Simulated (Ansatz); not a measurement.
Pb:

```
Pb
1.0
     3.48000    0.00000    0.00000
    -1.74000    3.01377    0.00000
     0.00000    0.00000    5.59000
Pb
2
Direct
  0.66667 0.33333 0.75000
  0.33333 0.66667 0.25000
```

This isn't the form of Pb at room conditions, which is fcc.

Base run:

```yaml
Program: Ansatz 0.2.0
Functional: r2SCAN
Potentials_or_basis: Ansatz PAW
Cutoff: "500 eV (not typed: the program's choice for these potentials)"
k_mesh: 9 × 9 × 5
Occupations: fermi-dirac, width 0.05 eV
Spin: spin-orbit coupling, no magnetisation
```

Its results: band gap on the k mesh none (metal or under the smearing width); pressure 3.4 GPa.

Task: The run is repeated on the same cell with these changes: spin from spin-orbit coupling, no magnetisation to no spin polarisation; potential files from those of the base run to others of the same set. What comes out?

Result: Band gap on the k mesh none (metal or under the smearing width); pressure 2.9 GPa.

Caveats: the PAW data sets come from PBE, with cores solved anew for the run's functional, which leaves a small shift of forces and pressure; spin-orbit coupling is left out, which moves the levels of the heavy elements (some runs).
